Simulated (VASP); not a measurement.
# In2O3 (R-3c) in VASP: notebook

One crystal, In2O3, is run at these levels: LDA; tasks: single point.

All numbers are computed with VASP 6.6.1; they aren't measurements. Logs are shortened: lines on timing, memory, paths and dates and some standing lists are left out, and cuts for length are marked.

## 1. The crystal as given

It takes space group R-3c (No. 167, trigonal). The conventional cell has a = 5.487 Å, b = 5.487 Å, c = 14.510 Å, α = 90.00°, β = 90.00°, γ = 120.00°. In (site symmetry 3) has 6 O at 2.12 to 2.26 Å as nearest neighbours. O (site symmetry 2) has 4 In at 2.12 to 2.26 Å as nearest neighbours.

## 2. Single point, LDA

INCAR reads:

```
SYSTEM = In2O3
  PREC = Accurate
  ENCUT = 550
  EDIFF = 1E-7
  ISMEAR = 0
  SIGMA = 0.05
  LREAL = .False.
  LASPH = .True.
  NELM = 100
  ALGO = Normal
  ISIF = 2
  LWAVE = .False.
  LCHARG = .False.
  GGA = CA
  ADDGRID = .False.
```

KPOINTS reads:

```
regular mesh
0
Gamma
  7 7 7
  0 0 0
```

POSCAR reads:

```
In2O3
1.0
    2.7435000000      1.5839604635      4.8366666667
   -2.7435000000      1.5839604635      4.8366666667
    0.0000000000     -3.1679209270      4.8366666667
In O
4 6
Direct
    0.8573100000      0.8573100000      0.8573100000
    0.6426900000      0.6426900000      0.6426900000
    0.1426900000      0.1426900000      0.1426900000
    0.3573100000      0.3573100000      0.3573100000
    0.0480000000      0.7500000000      0.4520000000
    0.7500000000      0.4520000000      0.0480000000
    0.4520000000      0.0480000000      0.7500000000
    0.9520000000      0.2500000000      0.5480000000
    0.2500000000      0.5480000000      0.9520000000
    0.5480000000      0.9520000000      0.2500000000
```

Potentials or basis: VASP PAW LDA potentials, release 64 (In_d, O).

On the command line:

```console
> cat potpaw_LDA.64/In_d/POTCAR potpaw_LDA.64/O/POTCAR > POTCAR
> mpirun -np 1 vasp_std > vasp.out
```

OUTCAR:

```text
SYSTEM = In2O3
   PREC = Accurate
   ENCUT = 550
   EDIFF = 1E-7
   ISMEAR = 0
   LREAL = .False.
   LASPH = .True.
   NELM = 100
   ISIF = 2
   GGA = CA

 Found     44 irreducible k-points:

 Following reciprocal coordinates:
            Coordinates               Weight
  0.000000  0.000000  0.000000      1.000000
  0.142857  0.000000 -0.000000      6.000000
  0.285714 -0.000000 -0.000000      6.000000
  0.428571 -0.000000 -0.000000      6.000000
  0.142857  0.142857 -0.000000      6.000000
  0.285714  0.142857  0.000000     12.000000
   k-points           NKPTS =     44   k-points in BZ     NKDIM =     44   number of bands    NBANDS=     52
   number of dos      NEDOS =    301   number of ions     NIONS =     10
   total plane-waves  NPLWV = 110592
   dimension x,y,z NGX =    48 NGY =   48 NGZ =   48
   dimension x,y,z NGXF=    96 NGYF=   96 NGZF=   96
   ions per type =               4   6
   NGX,Y,Z   is equivalent  to a cutoff of  13.80, 13.80, 13.80 a.u.
   NGXF,Y,Z  is equivalent  to a cutoff of  27.60, 27.60, 27.60 a.u.
 SYSTEM =  In2O3
   PREC   = accura    normal or accurate (medium, high low for compatibility)
   ISTART =      0    job   : 0-new  1-cont  2-samecut
   ICHARG =      2    charge: 1-file 2-atom 10-const
   ISPIN  =      1    spin polarized calculation?
   LNONCOLLINEAR =      F non collinear calculations
   LSORBIT =      F    spin-orbit coupling
   LASPH  =      T    aspherical Exc in radial PAW
   ENCUT  =  550.0 eV  40.42 Ry    6.36 a.u.  11.06 11.06 11.06*2*pi/ulx,y,z
   NELM   =    100;   NELMIN=  2; NELMDL= -5     # of ELM steps
   EDIFF  = 0.1E-06   stopping-criterion for ELM
   LREAL  =      F    real-space projection
   EDIFFG = 0.1E-05   stopping-criterion for IOM
   NSW    =      0    number of steps for IOM
   IBRION =     -1    ionic relax: 0-MD 1-quasi-New 2-CG
   NFREE  =      0    steps in history (QN), initial steepest desc. (CG)
   ISIF   =      2    stress and relaxation
   ISYM   =      2    0-nonsym 1-usesym 2-fastsym
   POTIM  = 0.5000    time-step for ionic-motion
   TEBEG  =    0.0;   TEEND  =   0.0 temperature during run
   PSTRESS=    0.0 pullay stress
   NELECT =      88.0000    total number of electrons
   NUPDOWN=      -1.0000    fix difference up-down
   EMIN   =  10.00;   EMAX   =-10.00  energy-range for DOS
   EFERMI =   0.00;   METHOD = LEGACY
   ISMEAR =     0;   SIGMA  =   0.05  broadening in eV -4-tet -1-fermi 0-gaus
   EFERMI_NEDOS =   21; number of points for ismear=-14 and -15
   IALGO  =     38    algorithm
   IMIX   =      4    mixing-type and parameters
     AMIX     =   0.40;   BMIX     =  1.00
     AMIX_MAG =   1.60;   BMIX_MAG =  1.00
  volume/ion in A,a.u.               =      12.61        85.10
  Fermi-wavevector in a.u.,A,eV,Ry     =   1.452068  2.744010 28.687886  2.108500
  Thomas-Fermi vector in A             =   2.569492
   LORBIT       =      0    0 simple, 1 ext, 2 COOP (PROOUT), +10 PAW based schemes
   GGA     = CA    functional components
   LHFCALC =     F    Hartree Fock is set to
   AEXX    =    0.0000 exact exchange contribution
   IVDW    =     0    specifies the selected vdW correction
   LEPSILON=     F    determine dielectric tensor
   LRPA    =     F    only Hartree local field effects (RPA)
 non-spin polarized calculation
 Gauss-broadening in eV      SIGMA  =   0.05
  energy-cutoff  :      550.00
  volume of cell :      126.11
 maximum number of plane-waves:      3714
 NGX is ok and might be reduce to    48
   NGX = 23   NGY = 23   NGZ = 23

 number of electron      88.0000008 magnetization

 Free energy of the ion-electron system (eV)
  ---------------------------------------------------
  ext. energy  EPLUGINS =         0.00000000
  ---------------------------------------------------
  free energy    TOTEN  =       -63.64717986 eV

  energy without entropy =      -63.64717986  energy(sigma->0) =      -63.64717986

 E-fermi :   5.5326     XC(G=0): -11.7571

 val. band max:        5.3037046442   @ k =   0.2857  -0.0000  -0.0000
 cond. band min:       6.5038967259   @ k =   0.0000   0.0000   0.0000
 fundamental gap:      1.2001920817
 Fermi energy:         5.5325687892

 k-point     1 :       0.0000    0.0000    0.0000
  band No.  band energies     occupation
      1     -12.1175      2.00000
      2     -11.1965      2.00000
      3     -11.1965      2.00000
      4     -10.9531      2.00000
      5     -10.9531      2.00000
      6     -10.8469      2.00000
[... 44 lines left out ...]
     51      14.3424      0.00000
     52      14.6049      0.00000

 k-point     2 :       0.1429    0.0000   -0.0000
  band No.  band energies     occupation
      1     -12.0571      2.00000
      2     -11.1888      2.00000
      3     -11.1844      2.00000
      4     -11.0031      2.00000
      5     -10.9667      2.00000
      6     -10.8734      2.00000
[... 44 lines left out ...]
     51      14.6860      0.00000
     52      14.6884      0.00000

 k-point     3 :       0.2857   -0.0000   -0.0000
  band No.  band energies     occupation
      1     -11.8887      2.00000
      2     -11.1749      2.00000
      3     -11.1483      2.00000
      4     -11.1432      2.00000
      5     -11.0048      2.00000
      6     -10.9351      2.00000
[... 44 lines left out ...]
     51      14.5447      0.00000
     52      15.1710      0.00000

 k-point     4 :       0.4286   -0.0000   -0.0000
  band No.  band energies     occupation
      1     -11.6478      2.00000
      2     -11.3862      2.00000
      3     -11.1182      2.00000
      4     -11.0934      2.00000
      5     -11.0550      2.00000
      6     -11.0110      2.00000
[... 44 lines left out ...]
     51      14.2686      0.00000
     52      14.6141      0.00000

 k-point     5 :       0.1429    0.1429   -0.0000
  band No.  band energies     occupation
      1     -12.0408      2.00000
      2     -11.2097      2.00000
      3     -11.1620      2.00000
      4     -11.0234      2.00000
      5     -10.9419      2.00000
      6     -10.8974      2.00000
[... 44 lines left out ...]
     51      14.3502      0.00000
     52      14.9614      0.00000

 k-point     6 :       0.2857    0.1429    0.0000
  band No.  band energies     occupation
      1     -11.9164      2.00000
      2     -11.2236      2.00000
      3     -11.1265      2.00000
      4     -11.1012      2.00000
      5     -10.9959      2.00000
      6     -10.9205      2.00000
[... 44 lines left out ...]
     51      14.2585      0.00000
     52      15.2017      0.00000

 [... further k-points ...]

------------------------ aborting loop because EDIFF is reached ----------------------------------------

  FORCE on cell =-STRESS in cart. coord.  units (eV):
  Direction    XX          YY          ZZ          XY          YZ          ZX
  --------------------------------------------------------------------------------------
  -------------------------------------------------------------------------------------
  Total       -1.8738649     -1.8738649     -2.2732961      0.0000000      0.0000000      0.0000000
  in kB      -23.8068612    -23.8068612    -28.8815093      0.0000000      0.0000000      0.0000000
  external PRESSURE =     -25.4984106 kB  Pullay stress =       0.0000000 kB

 VOLUME and BASIS-vectors are now :
 -----------------------------------------------------------------------------
  energy-cutoff  :      550.00
  volume of cell :      126.11
      direct lattice vectors                 reciprocal lattice vectors
     2.743500000  1.583960463  4.836666667     0.182248952  0.105221482  0.068917988
    -2.743500000  1.583960463  4.836666667    -0.182248952  0.105221482  0.068917988
     0.000000000 -3.167920927  4.836666667     0.000000000 -0.210442963  0.068917988

 POSITION                                       TOTAL-FORCE (eV/Angst)
 -----------------------------------------------------------------------------------
      0.00000      0.00000     12.43957         0.000000     -0.000000     -0.100232
      0.00000      0.00000      9.32543         0.000000     -0.000000      0.100232
      0.00000      0.00000      2.07043         0.000000     -0.000000      0.100232
      0.00000      0.00000      5.18457         0.000000     -0.000000     -0.100232
     -1.92594     -0.16790      6.04583        -0.086824     -0.150384      0.000000
      0.81756      1.75186      6.04583        -0.086824      0.150384      0.000000
      1.10837     -1.58396      6.04583         0.173648     -0.000000      0.000000
      1.92594      0.16790      8.46417         0.086824      0.150384      0.000000
     -0.81756     -1.75186      8.46417         0.086824     -0.150384      0.000000
     -1.10837      1.58396      8.46417        -0.173648     -0.000000      0.000000
 -----------------------------------------------------------------------------------
    total drift:                                0.000000     -0.000000      0.000000

  FREE ENERGIE OF THE ION-ELECTRON SYSTEM (eV)
  ---------------------------------------------------
  free  energy   TOTEN  =       -63.6471798598 eV

  energy  without entropy=      -63.6471798598  energy(sigma->0) =      -63.64717986
```

Run time: 3.2 min. Hardware: 1 thread of Intel Xeon 6975P-C (Granite Rapids), shared host; peak memory 0.39 GiB.

The run converged, but some of its settings lie outside the range that counts as converged, so its numbers aren't taken as properties of the crystal.

What came out:

```
Free energy            : -63.6472 eV
Pressure               : -2.5 GPa
Largest force          : 0.174 eV/Å
Band gap on the k mesh : 1.20 eV, indirect (least direct gap 1.25 eV)
```

Caveat: spin-orbit coupling is left out, which moves the levels of the heavy elements; an odd mesh through Γ misses points on the zone boundary, where band edges often lie.

## 3. Single point, LDA

Edit INCAR of step 2 so:

```diff
@@ -2,3 +2,3 @@
   PREC = Accurate
-  ENCUT = 550
+  ENCUT = 700
   EDIFF = 1E-7
```

KPOINTS is that of step 2.

POSCAR is that of step 2.

Potentials or basis: VASP PAW LDA potentials, release 64 (In_d, O).

On the command line:

```console
> cat potpaw_LDA.64/In_d/POTCAR potpaw_LDA.64/O/POTCAR > POTCAR
> mpirun -np 1 vasp_std > vasp.out
```

It took 4.6 min on 1 thread of Intel Xeon 6975P-C (Granite Rapids), shared host; peak memory 0.48 GiB.

These settings aren't checked as converged: the numbers below hold their error.

What came out:

```yaml
Free_energy: -63.6796 eV
Pressure: -2.7 GPa
Largest_force: 0.175 eV/Å
Band_gap_on_the_k_mesh: 1.20 eV, indirect (least direct gap 1.25 eV)
```

Caveat: spin-orbit coupling is left out, which moves the levels of the heavy elements; an odd mesh through Γ misses points on the zone boundary, where band edges often lie.
